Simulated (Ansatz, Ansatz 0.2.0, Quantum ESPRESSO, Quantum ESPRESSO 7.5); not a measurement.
# Lattice constant of A15 Zr₃Au: PBEsol comes within 1 % of the compiled value, LDA does not

## Experimental context

The quantity to be reproduced is the cubic cell edge of Zr₃Au in the A15 structure, a = 5.482 Å. It is a compiled value from a printed reference work on A15 superconductors structure and lattice parameters. Neither the method of measurement nor the temperature is given with the value, and the composition of the sample is not given either. The last point deserves attention, because A15 phases can often be made over a range of compositions, and the cell edge then changes with the ratio of the two metals. The diffraction structure from which our relaxations start has a = 5.486 Å, which is 0.004 Å longer than the compiled value. That difference is less than a tenth of a per cent and has no bearing on the comparison made here.

| compared with | measured | source's wording or label | method |
| --- | --- | --- | --- |
| a (Å) | 5.482 | cubic A15 cell edge | compiled value, method not stated |

Conditions are those given with the value in the passage it was taken from; "not stated" means there, and the paper may say more elsewhere. The values are a selection: others may have been left out beforehand as unlike or outlying.

## Aim and plan

We want the cheapest level of theory that gives the cell edge of Zr₃Au within 1 % of the compiled value, that is, within about 0.055 Å. This is close enough to recognise the phase and to start further calculations from a computed cell, and it is strict enough to expose a functional that binds these metals clearly too strongly or too weakly. The calculations give a static lattice. Thermal expansion and zero-point motion would lengthen it by roughly 0.2 to 0.3 % at room temperature, which fits inside the target.

The model is the ordered, stoichiometric crystal with eight atoms in the primitive cell. In the A15 structure both kinds of atom sit on positions fixed by symmetry, so the cell edge is the only structural freedom. The relaxations keep the cubic symmetry and can't find a distortion that breaks it.

We begin with the local density approximation and move to a gradient-corrected functional if the result calls for it. The level that meets the target is then checked for k mesh, cutoff and potentials before we rely on it.

Plain PBE isn't shown in this study.

System: Zr3Au (zirconium gold), A15; Pm-3n (No. 223), 8 atoms in the primitive cell; the database structure is a diffraction structure: a = 5.486 Å; structure from the Crystallography Open Database.

On the selection of runs and values: Further runs on this system are not shown.

## 1. The local density approximation first

LDA is the simplest functional, and for a small metallic cell a relaxation with a moderate k mesh is a light calculation. LDA usually makes metals too compact, by one or two per cent in length for many transition metals, so we expect a cell edge that is too short and may well fall outside the target.

**Run 1.** Ansatz 0.2.0: LDA, cell and atoms relaxed from the database structure, PAW set soft_2, cutoff 420 eV (default), 6x6x6 k mesh, Gaussian smearing 0.1 eV.

Key lines of the input:
```
crystal:
  # lattice and atoms
kpoints:
  mp_grid: { grid: [6, 6, 6] }
hamiltonian:
  xc: lda
scf:
  occupations: { method: gaussian, width: 0.1 }
output:
  forces: true
  stress: true
relax:
  adjacent_minimum: "off"
  f_tol: 0.005
  max_steps: 60
  cell: { stress_tol: 0.03 }
```

Command:
```
ansatz run input.yaml --threads 4 --pin off --max-ram 16384MiB --backend cpu --events-out ev --progress --plain --runs-dir out
```

Selected lines of the output:
```
--- Relaxed structure (5 steps of the walk, 4 accepted, 1 SCFs on fresh bases) ---
    - [5.40030583053255, 0.0, 0.0]
```

Converged; 20 s on 4 cores of Arm Neoverse V2, shared host.

| quantity | run 1 | measured | deviation |
| --- | --- | --- | --- |
| a (Å) | 5.400 | 5.482 | −0.082 (−1.5 %) |
| conventional cell volume (Å³) | 157.49 |  |  |

LDA gives a cell edge of 5.400 Å, which is 0.082 Å or 1.5 % too short and outside the target. The sign and size are those of the usual LDA overbinding in metals. The thermal and zero-point allowance has the right sign to explain part of the gap, but it is several times too small to close it.

## 2. A gradient correction made for solids

The next step is PBEsol with the mesh, cutoff and smearing unchanged, so that only the functional differs. A semilocal gradient correction adds little work to a relaxation of this size. PBEsol was designed to give better lattice constants of solids than LDA does, and we expect a longer cell, still perhaps slightly below the compiled value.

**Run 2.** Ansatz 0.2.0: PBEsol, cell and atoms relaxed from the database structure, PAW set soft_2, cutoff 420 eV (default), 6x6x6 k mesh, Gaussian smearing 0.1 eV.

Key lines of the input, as changed from run 1:
```diff
  hamiltonian:
-   xc: lda
+   xc: pbesol
```

Selected lines of the output:
```
--- Relaxed structure (4 steps of the walk, 3 accepted, 1 SCFs on fresh bases) ---
    - [5.447202179969349, 0.0, 0.0]
```

Converged; wall time 16 s.

| quantity | run 2 | measured | deviation |
| --- | --- | --- | --- |
| a (Å) | 5.447 | 5.482 | −0.035 (−0.6 %) |
| conventional cell volume (Å³) | 161.63 |  |  |

PBEsol lengthens the cell edge by 0.047 Å to 5.447 Å. It is now 0.035 Å or 0.6 % short of the compiled value and meets the target. The time is similar to that of the LDA run, so the better functional costs us nothing that matters here.

## 3. Testing the k mesh

Zr₃Au is a metal, and A15 compounds often have sharp structure in the density of states near the Fermi level, so the k mesh is the first setting to test. We repeat the PBEsol relaxation with a coarser and a denser mesh. The denser one tests the result, and the coarser one tells whether a lighter setting would do. We expect shifts well below the remaining margin of the target.

**Run 3.** Ansatz 0.2.0: PBEsol, cell and atoms relaxed from the database structure, PAW set soft_2, cutoff 420 eV (default), 4x4x4 k mesh, Gaussian smearing 0.1 eV.

Key lines of the input, as changed from run 2:
```diff
  kpoints:
-   mp_grid: { grid: [6, 6, 6] }
+   mp_grid: { grid: [4, 4, 4] }
```

Selected lines of the output:
```
    - [5.447559127275785, 0.0, 0.0]
```

Converged; wall time 8.7 s.

**Run 4.** Ansatz 0.2.0: PBEsol, cell and atoms relaxed from the database structure, PAW set soft_2, cutoff 420 eV (default), 8x8x8 k mesh, Gaussian smearing 0.1 eV.

Key lines of the input, as changed from run 2:
```diff
  kpoints:
-   mp_grid: { grid: [6, 6, 6] }
+   mp_grid: { grid: [8, 8, 8] }
```

Selected lines of the output:
```
    - [5.448222147648006, 0.0, 0.0]
```

Converged; 50 s on 4 cores of Intel Xeon Platinum 8259CL at 2.50GHz (Skylake/Cascade Lake), shared host.

| quantity | run 3 | run 4 | measured |
| --- | --- | --- | --- |
| a (Å) | 5.448 | 5.448 | 5.482 |
| conventional cell volume (Å³) | 161.66 | 161.72 |  |

The three meshes agree to about 0.001 Å, far less than the 0.035 Å between PBEsol and the compiled value. The cell edge doesn't move steadily in one direction as the mesh is refined, but the scatter is too small to matter for a target of 1 %. For this purpose the coarsest of the three meshes would already do.

## 4. Testing the plane-wave cutoff

The cutoff acts directly on the stress that drives the cell relaxation, so it needs its own test. We return to the intermediate mesh and run PBEsol with a higher and a lower cutoff. The higher one checks the default, while the lower one shows whether the basis can be made lighter without spoiling the cell edge.

**Run 5.** Ansatz 0.2.0: PBEsol, cell and atoms relaxed from the database structure, PAW set soft_2, cutoff 290 eV, 6x6x6 k mesh, Gaussian smearing 0.1 eV.

Key lines of the input, as changed from run 2:
```diff
+ basis:
+   ecutwfc: 290.0
```

Selected lines of the output:
```
relax step  10: F+E_penalty+E_count = -50788.57852777 eV  [...]  max|allowed force component| = 4.742e-17 eV/Å  [...]  P = -0.016 GPa  Ω = 161.668 Å³  [...]
    - [5.447632508712334, 0.0, 0.0]
```

Converged; 19 s on 4 cores of Arm Neoverse V2, shared host. Warnings: cutoff_below_recommended (in short: A typed cutoff is below a recommended value, from the records, the datasets' recipe or DFPT's needs, possibly lowering the density cutoff; compare with a higher-cutoff run).

**Run 6.** Ansatz 0.2.0: PBEsol, cell and atoms relaxed from the database structure, PAW set soft_2, cutoff 590 eV, 6x6x6 k mesh, Gaussian smearing 0.1 eV.

Key lines of the input, as changed from run 2:
```diff
+ basis:
+   ecutwfc: 590.0
```

Selected lines of the output:
```
relax step   5: F+E_penalty+E_count = -50789.22323474 eV  [...]  max|allowed force component| = 3.282e-17 eV/Å  [...]  P = -0.003 GPa  Ω = 161.619 Å³  [...]
    - [5.447090216903927, 0.0, 0.0]
```

Converged; 48 s on 4 cores of Intel Xeon Platinum 8259CL at 2.50GHz (Skylake/Cascade Lake), shared host.

| quantity | run 5 | run 6 | measured |
| --- | --- | --- | --- |
| a (Å) | 5.448 | 5.447 | 5.482 |
| conventional cell volume (Å³) | 161.67 | 161.62 |  |

Raising the cutoff from the default to 590 eV shortens the cell edge by only about 0.0001 Å, so the default is ample for this quantity. At 290 eV the program warns that the cutoff lies below a recommended value and advises comparison with a higher one. That comparison shows the cell edge shifted by only 0.0004 Å, although the total energy lies more than 0.6 eV higher and the relaxation needed more steps. The low cutoff therefore brings no useful saving, and we keep the default.

## 5. Other potentials and a second program

Mesh and cutoff don't account for the remaining 0.035 Å, but all runs so far share one PAW set. We therefore repeat the PBEsol relaxation with norm-conserving PseudoDojo potentials, once in the same program and once in Quantum ESPRESSO. The first run tests the potentials, and the pair tests the program, apart from a different smearing. These potentials need a much higher cutoff and hence more work, which is justified for a check but not for routine use. We expect agreement with the PAW result to within a few thousandths of an ångström.

**Run 7.** Ansatz 0.2.0: PBEsol, PseudoDojo norm-conserving pseudopotentials, cell and atoms relaxed from the database structure, cutoff 1034 eV (default), 6x6x6 k mesh, Gaussian smearing 0.1 eV.

Key lines of the input, as changed from run 2:
```diff
  hamiltonian:
+   pseudopotentials: { kind: nc, accuracy: standard }
```

Selected lines of the output:
```
    - [5.447774143156946, 0.0, 0.0]
```

Converged; wall time 1.8 min.

**Run 8.** Quantum ESPRESSO 7.5: PBEsol, PseudoDojo norm-conserving potentials, cell and atoms relaxed from the database structure, cutoff 76 Ry, 6x6x6 k mesh, Marzari-Vanderbilt smearing 0.14 eV.

Key lines of the input:
```
! potential files: PseudoDojo norm-conserving potentials, made for PBEsol
&control
  calculation = 'vc-relax'
  forc_conv_thr = 2.0d-4
  etot_conv_thr = 1.0d-5
  nstep = 60
/
&system
  nat = 8
  ntyp = 2
  ecutwfc = 76
  nbnd = 72
  occupations = 'smearing'
  smearing = 'mv'
  degauss = 0.01029
/
&electrons
  conv_thr = 1.0d-8
  electron_maxstep = 100
  mixing_beta = 0.4
/
&ions
/
&cell
  press_conv_thr = 0.5
/
ATOMIC_SPECIES
  Zr 91.224 Zr.upf
  Au 196.967 Au.upf
[... cell and positions ...]
K_POINTS automatic
  6 6 6 0 0 0
```

Command:
```
OMP_NUM_THREADS=1 mpirun -n 4 pw.x -nk 4 -in relax.in > relax.out
```

Selected lines of the output:
```
CELL_PARAMETERS (angstrom)
   5.447414199   0.000000000   0.000000000
```

Converged; 5.7 min on 4 cores of Intel Xeon Platinum 8488C (Sapphire Rapids), shared host.

| quantity | run 7 | run 8 | measured |
| --- | --- | --- | --- |
| a (Å) | 5.448 | 5.447 | 5.482 |
| conventional cell volume (Å³) | 161.68 | 161.65 |  |
| final pressure (GPa) | – | −0.002 |  |

With the norm-conserving potentials the cell edge changes by only 0.0006 Å from the PAW result, and Quantum ESPRESSO agrees with our first program to 0.0004 Å. The shortfall against the compiled value is thus not a peculiarity of the PAW set or of one program. The PAW relaxation remains the sensible choice for routine use, since the norm-conserving one took several times as long for the same cell edge.

## 6. Spin-orbit coupling for the gold

Gold is heavy, and none of the runs so far includes spin-orbit coupling. PBEsol meets the target without it, but we want to know whether leaving it out is safe for the cell edge. The run uses fully relativistic potential files, so any shift will hold the change of potentials as well as the coupling. We expect a small shift, because the bonding here involves mainly the zirconium d states and the gold 5d shell is almost full. Coupled spinors make the calculation dearer, which is acceptable for a single check on a cell of eight atoms.

**Run 9.** Ansatz 0.2.0: PBEsol with spin-orbit coupling, cell and atoms relaxed from the database structure, cutoff 420 eV (default), 6x6x6 k mesh, Gaussian smearing 0.1 eV.

Key lines of the input, as changed from run 2:
```diff
  hamiltonian:
+   pseudopotentials: { kind: paw_fr }
+ magnetization:
+   noncollinear: true
+   spin_orbit: true
```

Selected lines of the output:
```
    - [5.440863438051855, 0.0, 0.0]
```

Converged; wall time 2.7 min.

| quantity | run 9 | measured | deviation |
| --- | --- | --- | --- |
| a (Å) | 5.441 | 5.482 | −0.041 (−0.8 %) |
| conventional cell volume (Å³) | 161.07 |  |  |

With spin-orbit coupling and the fully relativistic potentials the cell edge is 5.441 Å, 0.006 Å shorter than in the scalar-relativistic PAW run. The shift is small, as we had supposed, but it is several times larger than any of those from mesh, cutoff or the norm-conserving potentials. How much of it is due to the coupling and how much to the change of potential files can't be separated here.

The shift widens the gap to the compiled value to 0.041 Å or 0.8 %, which still meets the target. For a cell edge to within 1 %, the coupling can therefore be left out, and the much longer run isn't needed.

## Overview

| run | settings | a (Å) | deviation | cost |
| --- | --- | --- | --- | --- |
| 1 | Ansatz: LDA, PAW set soft_2, cutoff 420 eV (default), 6x6x6 k mesh, Gaussian smearing 0.1 eV | 5.400 | −0.082 (−1.5 %) | 80 core-s |
| 2 | Ansatz: PBEsol, PAW set soft_2, cutoff 420 eV (default), 6x6x6 k mesh, Gaussian smearing 0.1 eV | 5.447 | −0.035 (−0.6 %) | 66 core-s |
| 3 | Ansatz: PBEsol, PAW set soft_2, cutoff 420 eV (default), 4x4x4 k mesh, Gaussian smearing 0.1 eV | 5.448 | −0.034 (−0.6 %) | under 1 core-min |
| 4 | Ansatz: PBEsol, PAW set soft_2, cutoff 420 eV (default), 8x8x8 k mesh, Gaussian smearing 0.1 eV | 5.448 | −0.034 (−0.6 %) | 3.3 core-min |
| 5 | Ansatz: PBEsol, PAW set soft_2, cutoff 290 eV, 6x6x6 k mesh, Gaussian smearing 0.1 eV | 5.448 | −0.034 (−0.6 %) | 77 core-s |
| 6 | Ansatz: PBEsol, PAW set soft_2, cutoff 590 eV, 6x6x6 k mesh, Gaussian smearing 0.1 eV | 5.447 | −0.035 (−0.6 %) | 3.2 core-min |
| 7 | Ansatz: PBEsol, PseudoDojo norm-conserving pseudopotentials, cutoff 1034 eV (default), 6x6x6 k mesh, Gaussian smearing 0.1 eV | 5.448 | −0.034 (−0.6 %) | 7.2 core-min |
| 8 | Quantum ESPRESSO: PBEsol, PseudoDojo norm-conserving potentials, cutoff 76 Ry, 6x6x6 k mesh, Marzari-Vanderbilt smearing 0.14 eV | 5.447 | −0.035 (−0.6 %) | 23 core-min |
| 9 | Ansatz: PBEsol with spin-orbit coupling, cutoff 420 eV (default), 6x6x6 k mesh, Gaussian smearing 0.1 eV | 5.441 | −0.041 (−0.8 %) | 11 core-min |
|  | measured | 5.482 |  |  |

Further runs on the same system, made beside this series (convergence steps with loose settings among them):

| further | settings | a (Å) | deviation | cost |
| --- | --- | --- | --- | --- |
| F1 | Ansatz: r2SCAN, PAW set soft_2, cutoff 500 eV (default), 6x6x6 k mesh, Gaussian smearing 0.1 eV | 5.507 | +0.025 (+0.5 %) | 2 core-min |
| F2 | Ansatz: r2SCAN+rVV10, PAW set soft_2, cutoff 500 eV (default), 6x6x6 k mesh, Gaussian smearing 0.1 eV | 5.487 | +0.005 (+0.1 %) | 2 core-min |
| F3 | Ansatz: PBEsol+D3(BJ), PAW set soft_2, cutoff 420 eV (default), 6x6x6 k mesh, Gaussian smearing 0.1 eV | 5.377 | −0.105 (−1.9 %) | 2.3 core-min |
| F4 | Ansatz: BLYP, PAW set soft_2, cutoff 420 eV (default), 6x6x6 k mesh, Gaussian smearing 0.1 eV | 5.600 | +0.118 (+2.2 %) | 2.4 core-min |
| F5 | Ansatz: BLYP+D3(BJ), PAW set soft_2, cutoff 420 eV (default), 6x6x6 k mesh, Gaussian smearing 0.1 eV | 5.426 | −0.056 (−1.0 %) | 2.3 core-min |
| F6 | Ansatz: r2SCAN, PAW set soft_2, cutoff 500 eV (default), 4x4x4 k mesh, Gaussian smearing 0.1 eV | 5.510 | +0.028 (+0.5 %) | 72 core-s |
|  | measured | 5.482 |  |  |

## Assessment

PBEsol meets the target. With the PAW set, the default cutoff and the 6×6×6 mesh it gives a = 5.447 Å, 0.6 % below the compiled 5.482 Å, for about one core-minute. LDA costs about the same but misses by 1.5 %, too much for thermal and zero-point expansion to make up.

The change of functional was the decisive step. Changes of mesh and cutoff, the norm-conserving potentials and a second program moved the PBEsol cell edge by about 0.001 Å at most. A 4×4×4 mesh is enough here. The reduced cutoff was a wasted economy: it saved no time, and although its cell edge agrees with those at higher cutoffs, a cutoff below the recommended value shouldn't be relied on without such a comparison.

If the compiled value belongs to room temperature, thermal and zero-point expansion explain roughly 0.01 to 0.02 Å of the 0.035 Å shortfall. The run with spin-orbit coupling and its own potentials goes the other way, by 0.006 Å. What remains may be slight overbinding by PBEsol or a sample off the ideal composition; we can't tell which.

The further runs support the choice. r2SCAN also passes, at 0.5 % too long, and r2SCAN+rVV10 comes closest at 0.1 %, but both cost more, and thermal expansion would take them further above the compiled value. Adding D3(BJ) to PBEsol shortens the cell too much and spoils the agreement. BLYP is 2.2 % too long; with D3(BJ) it misses narrowly on the short side, by a margin too thin to rank on, and it comes that close only because a large correction offsets a large error.

All relaxations kept the cubic symmetry, in line with the cubic cell of the compiled value; whether the computed structure is stable against a distortion that breaks it is not shown in this report.

[Logs are printed without paths, hosts, clocks, repeated set-up lines and the standing remarks that a program may print on its own settings, such as how far it seeks lower states.]

[The runs shown are a pick from a larger set of finished runs; failed, doubtful and other runs were left out of it ahead of writing. So were measured values far from every level or from commonly accepted values, and agreement can look better than it is. Lines of input and output are excerpts and may be shortened.]
